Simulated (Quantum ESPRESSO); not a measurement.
CuI (Marshite), 2 atoms in the cell. The structure is cubic, space group F-43m (No. 216). The conventional cell has a = 6.063 Å, b = 6.063 Å, c = 6.063 Å, α = 90.00°, β = 90.00°, γ = 90.00°. I (site symmetry -43m) is surrounded by 4 Cu at 2.63 Å. Cu (site symmetry -43m) has 4 I at 2.63 Å as nearest neighbours. 

| Quantity | Value |
| --- | --- |
| Program | Quantum ESPRESSO 7.5 |
| Task | single point |
| Functional | PBE |
| Potentials or basis | SG15 PBE 1.2 |
| Cutoff | 1020 eV |
| Density cutoff | 4082 eV |
| k mesh | 4 × 4 × 4 |
| Occupations | fermi-dirac, width 0.05 eV |
| Spin | no spin polarisation |
| Mixing beta | 0.5 |
| Most SCF iterations | 120 |
| SCF threshold | 4e-10 Ry |

Potentials or basis: SG15 PBE 1.2.

Run with:

```sh
$ OMP_NUM_THREADS=2 pw.x -in pw.in > pw.out
```

Hardware: 2 threads of Arm Neoverse V1 (shared host).

Problem. How long does it take, and how much memory?

Solution. It took 35 s on 2 threads of Arm Neoverse V1 (shared host), peak memory 0.07 GiB. Counts: scf iterations 11, bands 26, k points 8, g dense 33079.
